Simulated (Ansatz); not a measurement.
Crystal: Cs2AgBiBr6.

```
Bi Cs Ag Br
1.0
     0.00000    5.61610    5.61610
     5.61610    0.00000    5.61610
     5.61610    5.61610    0.00000
Bi Cs Ag Br
1 2 1 6
Direct
  0.00000 0.00000 0.00000
  0.75000 0.75000 0.75000
  0.25000 0.25000 0.25000
  0.50000 0.50000 0.50000
  0.74945 0.74945 0.25055
  0.25055 0.25055 0.74945
  0.74945 0.25055 0.25055
  0.74945 0.25055 0.74945
  0.25055 0.74945 0.74945
  0.25055 0.74945 0.25055
```

```yaml
Program: Ansatz 0.2.0
Task: relaxation of cell and atoms
Functional: PBE
Potentials_or_basis: Ansatz PAW
Cutoff: "420 eV (not typed: the program's choice for these potentials)"
k_mesh: 3 × 3 × 3
Occupations: fermi-dirac, width 0.05 eV
Spin: no spin polarisation
```

At the start: volume 35.43 Å³/atom.

Task: How do energy, volume and symmetry change on relaxing?

Result: It ends after 5 steps and the volume is 37.86 Å³/atom (+6.9 %); space group Fm-3m (No. 225, to 0.05 Å).

The path:
| step | energy change (eV) | largest force (eV/Å) | volume (Å³) |
| --- | --- | --- | --- |
| 1 | 0.0000 | 0.2876 | 354.27 |
| 2 | -0.1148 | 0.1988 | 372.40 |
| 3 | -0.1336 | 0.0506 | 375.89 |
| 4 | -0.1353 | 0.0005 | 378.65 |
| 5 | -0.1369 | 0.0006 | 378.65 |

Final structure:
```cif
data_structure
_symmetry_space_group_name_H-M 'P 1'
_symmetry_Int_Tables_number 1
_cell_length_a 8.1205
_cell_length_b 8.1205
_cell_length_c 8.1205
_cell_angle_alpha 60.000
_cell_angle_beta 60.000
_cell_angle_gamma 60.000
_cell_volume 378.65
loop_
_atom_site_label
_atom_site_type_symbol
_atom_site_fract_x
_atom_site_fract_y
_atom_site_fract_z
_atom_site_occupancy
Bi1 Bi 0.00000 0.00000 0.00000 1
Cs1 Cs 0.75000 0.75000 0.75000 1
Cs2 Cs 0.25000 0.25000 0.25000 1
Ag1 Ag 0.50000 0.50000 0.50000 1
Br1 Br 0.74873 0.74873 0.25127 1
Br2 Br 0.25127 0.25127 0.74873 1
Br3 Br 0.74873 0.25127 0.25127 1
Br4 Br 0.74873 0.25127 0.74873 1
Br5 Br 0.25127 0.74873 0.74873 1
Br6 Br 0.25127 0.74873 0.25127 1
```

Caveat: the plane-wave basis is chosen anew once the cell has moved, so the energies of steps on either side of that aren't comparable.
